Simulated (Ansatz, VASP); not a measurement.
**One calculation of HfO2, two programs**

```
Hf O
1.0
     0.00000    2.55750    2.55750
     2.55750    0.00000    2.55750
     2.55750    2.55750    0.00000
Hf O
1 2
Cartesian
  0.0000 0.0000 0.0000
  1.2788 1.2788 1.2788
  3.8363 3.8363 3.9863
```

Alike in both runs: task single point; functional PBEsol; k mesh 10 × 10 × 10; occupations gaussian, width 0.05 eV; no spin polarisation.

|  | VASP | Ansatz |
| --- | --- | --- |
| version | VASP 6.6.1 | Ansatz 0.2.0 |
| potentials or method | VASP PAW PBE potentials, release 64 (Hf_pv, O) | scalar-relativistic, plane waves, PAW |
| plane-wave cutoff (eV) | 520 | 500 |
| valence electrons in the cell | 22 | 38 |

```tsv
	VASP	Ansatz	Ansatz less VASP
gap on the k mesh at the Fermi level (eV)	3.56	3.55	-0.009
pressure (GPa)	-11.8	-8.5	+3.29
largest component of the traceless stress (GPa)	3.75	4.14	+0.390
rms of the force components (eV/Å)	0.631	0.640	+0.0092
```

Atom by atom the forces differ by 0.011 eV/Å (rms over components). With one functional, cell and mesh, what is left measures potentials, basis and numerics. The two sets of potentials don't hold the same shells in valence.

Caveats: the PAW data sets were made with another functional, which shifts forces and pressure a little (VASP); spin-orbit coupling is left out, which moves the levels of the heavy elements. As with any semilocal functional, this PBEsol gap is likely too small. A k mesh can miss the band edges.
